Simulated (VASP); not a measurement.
# Ca: molecular dynamics at constant energy

Ca, Pm-3m (no. 221), 8 atoms in the cell. PBE, molecular dynamics; PAW potentials Ca_pv (PBE set).

Ensemble: NVE; Starting temperature (K): 1600.

## Input

INCAR:
```
GGA = PE
PREC = Normal
ENCUT = 200
EDIFF = 1E-6
NELMIN = 4
NELM = 60
ALGO = Fast
LREAL = Auto
LASPH = T
ISMEAR = -1
SIGMA = 0.069
ISYM = 0
LWAVE = F
LCHARG = F
IBRION = 0
NSW = 60
POTIM = 2.0
TEBEG = 1600
ISIF = 2
RANDOM_SEED = 517269 0 0
MDALGO = 2
SMASS = -3
KPAR = 2
```

KPOINTS:
```
k-points
0
Monkhorst-Pack
  2 2 2
```

POSCAR:
```
Ca
1.0
    6.9773126800      0.0000000000      0.0000000000
    0.0000000000      6.9773126800      0.0000000000
    0.0000000000      0.0000000000      6.9773126800
Ca
8
Direct
    0.0000000000      0.0000000000      0.0000000000
    0.0000000000      0.0000000000      0.5000000000
    0.0000000000      0.5000000000      0.0000000000
    0.0000000000      0.5000000000      0.5000000000
    0.5000000000      0.0000000000      0.0000000000
    0.5000000000      0.0000000000      0.5000000000
    0.5000000000      0.5000000000      0.0000000000
    0.5000000000      0.5000000000      0.5000000000
```

Commands:
```
cat potpaw_PBE.64/Ca_pv/POTCAR > POTCAR
mpirun -np 2 vasp_std > vasp.out
```

## Result

- Spread of the conserved energy (meV/atom): 0.46
- Rise of the mean potential energy above the start (meV/atom): -63.2
- Mean temperature (K): 2160
- Electronic steps per ionic step after the first: 8.2

Course of the run:

| Time (fs) | Temperature (K) | Potential energy less the first (meV/atom) | Conserved energy less the first (meV/atom) |
|---|---|---|---|
| 2 | 1600 | 0.0 | 0.00 |
| 12 | 1536 | 7.2 | 0.02 |
| 20 | 1418 | 20.7 | 0.11 |
| 30 | 1276 | 36.8 | 0.17 |
| 38 | 1243 | 40.5 | 0.20 |
| 48 | 1377 | 25.5 | 0.22 |
| 56 | 1632 | -3.4 | 0.20 |
| 66 | 2086 | -54.9 | 0.14 |
| 74 | 2486 | -100.1 | 0.11 |
| 84 | 2926 | -149.8 | 0.14 |
| 92 | 3164 | -176.8 | 0.18 |
| 102 | 3282 | -190.0 | 0.25 |
| 110 | 3241 | -185.3 | 0.34 |
| 120 | 3084 | -167.3 | 0.46 |

REPORT:
```
MDALGO =   2
               SCALING =       0
                 CNEXP =     9.000   14.000
           RANDOM_SEED =            517269                0                0

   original number of atomic DOF:         21
   number of independent constraints:      0
   number of active DOF:                  21

========================================
         MD step No.       1
========================================

  Atomic velocities initialized by STEP_tb

  >Energies
                    E_tot             E_pot             E_kin               EPS                ES
   e_b>   -0.10876229E+02   -0.12323951E+02    0.14477214E+01    0.00000000E+00    0.00000000E+00

  >Temperature
               T_sim     T_inst
   tmprt>   1600.000   1600.001

  >Thermostat:
           s(n+1) sdot(n+1)      s(n)   sdot(n)        Qs
   s_b>   0.00000   0.00000   0.00000   0.00000  -3.00000

           RANDOM_SEED =            517269               48                0

[... steps left out ...]

========================================
         MD step No.      60
========================================

  >Energies
                    E_tot             E_pot             E_kin               EPS                ES
   e_b>   -0.10872512E+02   -0.13662552E+02    0.27900400E+01    0.00000000E+00    0.00000000E+00

  >Temperature
               T_sim     T_inst
   tmprt>   1600.000   3083.512

  >Thermostat:
           s(n+1) sdot(n+1)      s(n)   sdot(n)        Qs
   s_b>   0.00000   0.00000   0.00000   0.00000  -3.00000

           RANDOM_SEED =            517269               48                0
```

OSZICAR:
```
N       E                     dE             d eps       ncg     rms          rms(c)
DAV:   1     0.498077281790E+03    0.49808E+03   -0.16540E+04   334   0.145E+03
DAV:   2     0.657706975437E+02   -0.43231E+03   -0.42802E+03   304   0.408E+02
DAV:   3    -0.722704112925E+01   -0.72998E+02   -0.71673E+02   378   0.184E+02
DAV:   4    -0.119006687624E+02   -0.46736E+01   -0.44903E+01   416   0.536E+01
DAV:   5    -0.122027331083E+02   -0.30206E+00   -0.29365E+00   504   0.125E+01    0.256E+00
RMM:   6    -0.122672898641E+02   -0.64557E-01   -0.14211E-01   359   0.342E+00    0.150E+00
RMM:   7    -0.123178488602E+02   -0.50559E-01   -0.13113E-01   364   0.357E+00    0.215E-01
RMM:   8    -0.123196996368E+02   -0.18508E-02   -0.36364E-02   383   0.109E+00    0.445E-02
RMM:   9    -0.123224113670E+02   -0.27117E-02   -0.26202E-02   474   0.679E-01    0.330E-02
RMM:  10    -0.123230833569E+02   -0.67199E-03   -0.65680E-03   484   0.241E-01    0.316E-02
[... 43 further cycles ...]
RMM:  27    -0.123213891136E+02    0.20730E-05    0.26932E-05   100   0.329E-03    0.262E-03
RMM:  28    -0.123213880470E+02    0.10667E-05    0.15657E-05   107   0.314E-03    0.263E-03
[... left out ...]
[... last step whole ...]
       N       E                     dE             d eps       ncg     rms          rms(c)
DAV:   1    -0.136615142085E+02    0.34213E-01   -0.31591E-02   386   0.546E+00    0.154E-02
RMM:   2    -0.136622453044E+02   -0.73110E-03   -0.72068E-03   353   0.678E-01    0.115E-02
RMM:   3    -0.136624756978E+02   -0.23039E-03   -0.20346E-03   405   0.275E-01    0.561E-03
RMM:   4    -0.136625447629E+02   -0.69065E-04   -0.63090E-04   493   0.127E-01    0.282E-03
RMM:   5    -0.136625495665E+02   -0.48035E-05   -0.44700E-05   418   0.322E-02    0.292E-03
RMM:   6    -0.136625514302E+02   -0.18638E-05   -0.18099E-05   259   0.132E-02    0.246E-03
RMM:   7    -0.136625518153E+02   -0.38503E-06   -0.41004E-06   240   0.114E-02
     60 T=  3084. E= -.10872512E+02 F= -.13662552E+02 E0= -.13569219E+02  EK= 0.27900E+01 SP= 0.00E+00 SK= 0.00E+00
```

Limits: 120 fs of 8 atoms are too short for converged averages.

VASP 6.6.1 took 368 s on 2 cores (Intel Xeon Platinum 8259CL @ 2.50GHz (Skylake/Cascade Lake)), a shared host.
